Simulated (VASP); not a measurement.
# TePb (Fm-3m) in VASP: a series of runs, part 2 of 2

VASP 6.6.1.

## Step 5: Relaxation of the atoms, PBE

INCAR

```
SYSTEM = TePb
PREC = Accurate
ENCUT = 300
EDIFF = 1E-7
ISMEAR = 0
SIGMA = 0.03
LREAL = .FALSE.
LASPH = .TRUE.
NELM = 80
ALGO = Normal
ISIF = 2
LWAVE = .FALSE.
LCHARG = .FALSE.
GGA = PE
IBRION = 2
NSW = 40
EDIFFG = -0.01
```

KPOINTS

```
Automatic mesh
0
G
  4 4 4
  0 0 0
```

POSCAR

```
TePb                                    
1.0
    0.0000000000      3.2801333434      3.2801333434
    3.2801333434      0.0000000000      3.2801333434
    3.2801333434      3.2801333434      0.0000000000
  Te              Pb            
     1     1
Direct
     0.5000000000000000    0.5000000000000000    0.5000000000000000
     0.0000000000000000    0.0000000000000000    0.0000000000000000
```

Potentials or basis: VASP PAW PBE potentials, release 64 (Te, Pb).

The run is started by

```console
$ cat potpaw_PBE.64/Te/POTCAR potpaw_PBE.64/Pb/POTCAR > POTCAR
$ mpirun -np 1 vasp_std > vasp.out
```

OUTCAR:

```text
SYSTEM = TePb
   PREC = Accurate
   ENCUT = 300
   EDIFF = 1E-7
   ISMEAR = 0
   LREAL = .FALSE.
   LASPH = .TRUE.
   NELM = 80
   ISIF = 2
   GGA = PE
   IBRION = 2
   NSW = 40
   EDIFFG = -0.01

 ion  position               nearest neighbor table
   1  0.500  0.500  0.500-   2 3.28   2 3.28   2 3.28   2 3.28   2 3.28   2 3.28
   2  0.000  0.000  0.000-   1 3.28   1 3.28   1 3.28   1 3.28   1 3.28   1 3.28

  LATTYP: Found a face centered cubic cell.
 ALAT       =     6.5602666868

  Lattice vectors:

 A1 = (   0.0000000000,   3.2801333434,   3.2801333434)
 A2 = (   3.2801333434,   0.0000000000,   3.2801333434)
 A3 = (   3.2801333434,   3.2801333434,   0.0000000000)

Analysis of symmetry for initial positions (statically):
=====================================================================
 Subroutine PRICEL returns:
 Original cell was already a primitive cell.

 Routine SETGRP: Setting up the symmetry group for a
 face centered cubic supercell.

 Subroutine GETGRP returns: Found 48 space group operations
 (whereof 48 operations were pure point group operations)
 out of a pool of 48 trial point group operations.

The static configuration has the point symmetry O_h .

Analysis of symmetry for dynamics (positions and initial velocities):
=====================================================================
 Subroutine PRICEL returns:
 Original cell was already a primitive cell.

 Routine SETGRP: Setting up the symmetry group for a
 face centered cubic supercell.

 Subroutine GETGRP returns: Found 48 space group operations
 (whereof 48 operations were pure point group operations)
 out of a pool of 48 trial point group operations.

The dynamic configuration has the point symmetry O_h .

 Subroutine INISYM returns: Found 48 space group operations
 (whereof 48 operations are pure point group operations),
[... 103 lines left out ...]
   LORBIT       =      0    0 simple, 1 ext, 2 COOP (PROOUT), +10 PAW based schemes
   GGA     = PE    functional components
   LHFCALC =     F    Hartree Fock is set to
   AEXX    =    0.0000 exact exchange contribution
   IVDW    =     0    specifies the selected vdW correction
   LEPSILON=     F    determine dielectric tensor
   LRPA    =     F    only Hartree local field effects (RPA)
 conjugate gradient relaxation of ions
 non-spin polarized calculation
 Gauss-broadening in eV      SIGMA  =   0.03
  energy-cutoff  :      300.00
  volume of cell :       70.58
 maximum number of plane-waves:       869
 NGX is ok and might be reduce to    28
   NGX = 13   NGY = 13   NGZ = 13

 number of electron      10.0000000 magnetization

 Free energy of the ion-electron system (eV)
  ---------------------------------------------------
  ext. energy  EPLUGINS =         0.00000000
  ---------------------------------------------------
  free energy    TOTEN  =        -7.53084305 eV

  energy without entropy =       -7.53084305  energy(sigma->0) =       -7.53084305

 E-fermi :   4.2081     XC(G=0):  -9.0308

 val. band max:        4.0425906044   @ k =   0.5000   0.0000   0.0000
 cond. band min:       4.8676226293   @ k =   0.5000   0.0000   0.0000
 fundamental gap:      0.8250320250
 Fermi energy:         4.2080962863

 k-point     1 :       0.0000    0.0000    0.0000
  band No.  band energies     occupation
      1      -7.5994      2.00000
      2      -1.6560      2.00000
      3       2.8764      2.00000
      4       2.8764      2.00000
      5       2.8764      2.00000
      6       8.0758      0.00000
      7       8.0758      0.00000
      8       8.0758      0.00000
      9       9.9336      0.00000
[... 73 lines left out ...]
 k-point     8 :      -0.2500    0.5000    0.2500
  band No.  band energies     occupation
      1      -5.9786      2.00000
      2      -3.7818      2.00000
      3       0.5772      2.00000
      4       0.5772      2.00000
      5       3.7597      2.00000
      6       5.7677      0.00000
      7       9.2518      0.00000
      8       9.2518      0.00000
      9      10.7871      0.00000

------------------------ aborting loop because EDIFF is reached ----------------------------------------

  FORCE on cell =-STRESS in cart. coord.  units (eV):
  Direction    XX          YY          ZZ          XY          YZ          ZX
  --------------------------------------------------------------------------------------
  -------------------------------------------------------------------------------------
  Total        0.0027451      0.0027451      0.0027451     -0.0000000      0.0000000     -0.0000000
  in kB        0.0623119      0.0623119      0.0623119     -0.0000000      0.0000000     -0.0000000
  external PRESSURE =       0.0623119 kB  Pullay stress =       0.0000000 kB

 VOLUME and BASIS-vectors are now :
 -----------------------------------------------------------------------------
  energy-cutoff  :      300.00
  volume of cell :       70.58
      direct lattice vectors                 reciprocal lattice vectors
     0.000000000  3.280133343  3.280133343    -0.152432827  0.152432827  0.152432827
     3.280133343  0.000000000  3.280133343     0.152432827 -0.152432827  0.152432827
     3.280133343  3.280133343  0.000000000     0.152432827  0.152432827 -0.152432827

 POSITION                                       TOTAL-FORCE (eV/Angst)
 -----------------------------------------------------------------------------------
      3.28013      3.28013      3.28013         0.000000     -0.000000     -0.000000
      0.00000      0.00000      0.00000        -0.000000      0.000000      0.000000
 -----------------------------------------------------------------------------------
    total drift:                                0.000000      0.000000      0.000000

  FREE ENERGIE OF THE ION-ELECTRON SYSTEM (eV)
  ---------------------------------------------------
  free  energy   TOTEN  =        -7.5308430473 eV

  energy  without entropy=       -7.5308430473  energy(sigma->0) =       -7.53084305

 reached required accuracy - stopping structural energy minimisation
```

CONTCAR:

```text
TePb
   1.00000000000000
     0.0000000000000000    3.2801333434000002    3.2801333434000002
     3.2801333434000002    0.0000000000000000    3.2801333434000002
     3.2801333434000002    3.2801333434000002    0.0000000000000000
  Te              Pb
     1     1
Direct
     0.5000000000000000    0.5000000000000000    0.5000000000000000
     0.0000000000000000    0.0000000000000000    0.0000000000000000

  0.00000000E+00  0.00000000E+00  0.00000000E+00
  0.00000000E+00  0.00000000E+00  0.00000000E+00
```

Wall time 3.5 s (1 thread of Intel Xeon 6975P-C (Granite Rapids), shared host); peak memory 0.15 GiB.

Results:

| Quantity | Value |
| --- | --- |
| Free energy | -7.5308 eV |
| Pressure after relaxing | 0.0 GPa |
| Band gap on the k mesh | 0.83 eV, direct |

Final structure:
```
Te Pb
1.0
     0.00000    3.28013    3.28013
     3.28013    0.00000    3.28013
     3.28013    3.28013    0.00000
Te Pb
1 1
Direct
  0.50000 0.50000 0.50000
  0.00000 0.00000 0.00000
```

Levels at points of the mesh, in eV from the valence-band top:
| k point | band 3 | band 4 | band 5 | band 6 | band 7 | band 8 |
| --- | --- | --- | --- | --- | --- | --- |
| (0.00, 0.00, 0.00) | -1.17 | -1.17 | -1.17 | 4.03 | 4.03 | 4.03 |
| (0.50, 0.00, 0.00) | -0.75 | -0.75 | 0.00 | 0.83 | 1.39 | 1.39 |
| (0.50, 0.50, 0.00) | -4.14 | -2.53 | -2.53 | 3.49 | 5.32 | 5.32 |

Caveat: the relaxation stopped at its first step, so nothing moved; spin-orbit coupling is left out, which as a rule narrows the gap of such compounds by several tenths of an eV.

## Step 6: Summary

| cell | mesh quality | gap on the mesh (eV) | pressure (GPa) |
| --- | --- | --- | --- |
| atoms relaxed from: a relaxed cell with its volume scaled by 0.94 | coarse | 0.70 | 2.9 |
| atoms relaxed from: a relaxed cell with its volume scaled by 0.96 | coarse | 0.74 | 1.8 |
| atoms relaxed from: a relaxed cell with its volume scaled by 0.98 | not flagged | 0.79 | 0.9 |
| atoms relaxed | not flagged | 0.83 | 0.0 |

Alike in all rows: task relaxation of the atoms; level PBE; potentials or basis VASP PAW PBE potentials, release 64 (Te, Pb); no spin polarisation; k mesh 4 × 4 × 4; cutoff (eV) 300; smearing gaussian 0.03 eV.

Caveats: some runs use coarse meshes; the relaxation stopped at its first step, so nothing moved; spin-orbit coupling is left out, which as a rule narrows the gap of such compounds by several tenths of an eV.

Total energies depend on the potentials used, so only differences within one code and one set of settings carry meaning.

## Step 7: Comparison with measurements

Step 5. A measured gap of TePb is 0.19 eV (direct; 4.2 K; a printed reference work, monograph); the calculated 0.83 eV misses it by +0.64 eV. Spin-orbit coupling on Pb, Te is left out. The value is that of PBE on a finite k mesh, which can miss the band edges, without temperature or zero-point motion.
